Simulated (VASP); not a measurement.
**Tb: single point with PBE**

Tb:

```
CELL_PARAMETERS angstrom
-2.01000 2.01000 2.01000
2.01000 -2.01000 2.01000
2.01000 2.01000 -2.01000
ATOMIC_POSITIONS crystal
Tb 0.00000 0.00000 0.00000
```

This isn't the form of Tb at room conditions, which is hcp.

```
Program             : VASP 6.6.1
Task                : single point
Functional          : PBE
Potentials or basis : VASP PAW PBE potentials, release 64 (Tb)
Cutoff              : 500 eV
k mesh              : 9 × 9 × 9
Occupations         : gaussian, width 0.02 eV
Spin                : collinear spin, ferromagnetic start
Starting moments    : [6.0] μB
```

```json
{
  "Pressure": "-0.2 GPa",
  "Band gap on the k mesh": "none (metal or under the smearing width)",
  "Net moment": "5.89 μB per cell",
  "Site moments": "Tb +5.68 μB",
  "Valence electrons inside the program's atomic spheres": "Tb 16.32"
}
```

Levels at points of the mesh, in eV from the Fermi level:
Spin up:
```
           k point  band 8  band 9  band 10  band 11  band 12  band 13  band 14  band 15  band 16  band 17
(0.00, 0.00, 0.00)   -4.08   -4.00    -3.84    -3.84    -3.84     1.75     1.75     1.75     3.88     3.88
```
Spin down:
```tsv
k point	band 3	band 4	band 5	band 6	band 7	band 8	band 9	band 10
(0.00, 0.00, 0.00)	-20.54	-20.54	-4.63	-0.10	-0.10	-0.10	0.69	0.69
```

Run time: 2 min on 1 thread of AMD EPYC 9R45 (Zen 5), on a shared host, peak memory 0.17 GiB.

Caveat: the magnetic or orbital state may not be the lowest; spin-orbit coupling is left out, which moves the levels of the heavy elements. The state reached can hang on the start; a lower one may exist.
